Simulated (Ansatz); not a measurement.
Start from BaSnO3 in the cubic perovskite structure (space group Pm-3m, No. 221; a = 4.1761 Å).

Calculations: plane-wave PAW DFT at the PBE level (Ansatz, an electronic-structure program, 420 eV), without spin-orbit coupling.

One change was made to it. Results:

The volume per atom decreases by 0.42 Å³, from 14.57 Å³ to 14.15 Å³; the electron mass changes from 0.13 mₑ (at Γ) to 0.16 mₑ (at Γ).

Task: Which of these changes matches the shifts?
A. pressure 45 GPa
B. pressure 4.2 GPa
C. pressure −1 GPa

Result: B, pressure 4.2 GPa. For comparison, the electron mass in the other runs: pressure 45 GPa gives 0.27 mₑ (at Γ); pressure −1 GPa gives 0.12 mₑ (at Γ).

The levels and masses belong to the bands next to the band gap. Load acts through the strain it causes; cell and atoms are relaxed under it. Effective masses come from finite differences of ±0.01 Å⁻¹. No phonon test of stability was made. No other phases were tried under pressure.
